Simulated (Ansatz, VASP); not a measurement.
This is a calculation of WC (Qusongite) for VASP 6.6.1. 

Contents of INCAR:

```
SYSTEM = WC
ALGO     = Normal         ! electronic algorithm
EDIFF    = 1E-6           ! SCF threshold, eV
EDIFFG   = -0.005         ! ionic threshold
ENCUT    = 600            ! plane-wave cutoff, eV
GGA      = RP             ! functional
IBRION   = 2              ! ionic algorithm
ISIF     = 3              ! what is computed and relaxed
ISMEAR   = -1             ! smearing method
IVDW     = 13             ! dispersion correction
LASPH    = .TRUE.         ! aspherical terms in the spheres
LCHARG   = .FALSE.        ! write CHGCAR
LREAL    = .FALSE.        ! projectors in reciprocal space
LWAVE    = .FALSE.        ! write WAVECAR
NELM     = 60             ! most SCF steps
NSW      = 40             ! ionic steps
PREC     = Accurate       ! precision mode
SIGMA    = 0.05           ! smearing width, eV
```

The input KPOINTS:

```
k-points
0
G
  10 10 9
  0 0 0
```

Contents of POSCAR:

```
WC
1.0
    2.9065000000      0.0000000000      0.0000000000
   -1.4532500000      2.5171028361      0.0000000000
    0.0000000000      0.0000000000      2.8366000000
W C
1 1
Direct
    0.0000000000      0.0000000000      0.0000000000
    0.6666666667      0.3333333333      0.5000000000
```

Potentials or basis: VASP PAW PBE potentials, release 64 (W_sv, C).

Command:

```bash
$ cat potpaw_PBE.64/W_sv/POTCAR potpaw_PBE.64/C/POTCAR > POTCAR
$ mpirun -np 1 vasp_std > vasp.out
```

Problem. Set up the same calculation for Ansatz 0.2.0. Potentials or basis there: all-electron LAPW, scalar-relativistic.

Solution. As run (cutoffs and basis follow the program's own potentials, and thresholds, step limits or extra output files can differ):

Contents of input.yaml:

```yaml
crystal:
  lattice:
    - [2.9065, 0.0, 0.0]
    - [-1.45325, 2.5171028361, 0.0]
    - [0.0, 0.0, 2.8366]
  atoms:
    - { symbol: W, position: [0.0, 0.0, 0.0] }
    - { symbol: C, position: [0.6666666667, 0.3333333333, 0.5] }
kpoints:
  mp_grid: { grid: [10, 10, 9] }
scf:
  occupations: { method: fermi_dirac, width: 0.05 }
hamiltonian:
  xc: rpbe
  dispersion: d4
  pseudopotentials: { kind: all_electron, lapw: { basis_error: 0.001 } }
output:
  forces: true
  stress: true
relax:
  f_tol: 0.005
  max_steps: 60
  cell: {}
```

Potentials or basis: all-electron LAPW, scalar-relativistic.

Run with:

```sh
$ ansatz run input.yaml --threads 1 --pin off --max-ram 3072MiB --backend cpu --events-out ev --progress --plain --runs-dir out
```

Both were run:

|  | VASP | Ansatz |
| --- | --- | --- |
| Relaxed volume | 10.29 Å³/atom | 10.27 Å³/atom |
| Relaxed cell | a = 2.897 Å, b = 2.897 Å, c = 2.832 Å, α = 90.00°, β = 90.00°, γ = 120.00° | a = 2.895 Å, b = 2.895 Å, c = 2.830 Å, α = 90.00°, β = 90.00°, γ = 120.00° |
| Space group after relaxing | P-6m2 (No. 187) | P-6m2 (No. 187) |
| Pressure after relaxing | 0.0 GPa | 0.0 GPa |

VASP's potentials were made for PBE.

Where Ansatz's input types no cutoff or centring, it takes its own default and a Γ-centred mesh.

Pressure is positive in compression.
